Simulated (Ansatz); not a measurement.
Crystal: SnSe.

```
Sn Se
1.0
     0.00000    3.39084    3.39084
     3.39084    0.00000    3.39084
     3.39084    3.39084    0.00000
Sn Se
1 1
Direct
  0.00000 0.00000 0.00000
  0.75000 0.75000 0.75000
```

The cell was built by a generator and needn't be a form met in nature.

* Program: Ansatz 0.2.0
* Task: relaxation of cell and atoms
* Functional: HF
* Potentials or basis: Ansatz PAW
* Cutoff: 420 eV (not typed: the program's choice for these potentials)
* k mesh: 4 × 4 × 4
* Occupations: fermi-dirac, width 0.05 eV
* Spin: no spin polarisation

At the start: volume 38.99 Å³/atom.

Problem. How do energy, volume and symmetry change on relaxing?

Solution. It ends after 5 steps and the volume is 42.35 Å³/atom (+8.6 %); space group F-43m (No. 216, to 0.05 Å).

Step by step:
```csv
step,energy change (eV),largest force (eV/Å),volume (Å³)
1,0.0000,0.0000,77.97
2,-0.0507,0.0000,87.01
3,-0.0569,0.0000,84.98
4,-0.0571,0.0000,84.71
5,-0.0591,0.0000,84.71
```

Final structure:
```
CELL_PARAMETERS angstrom
0.00000 3.48574 3.48574
3.48574 0.00000 3.48574
3.48574 3.48574 0.00000
ATOMIC_POSITIONS crystal
Sn 0.00000 0.00000 0.00000
Se 0.75000 0.75000 0.75000
```

Caveat: the plane-wave basis is chosen anew once the cell has moved, so the energies of steps on either side of that aren't comparable; the PAW data sets come from PBE, with cores solved anew for the run's functional, which leaves a small shift of forces and pressure.
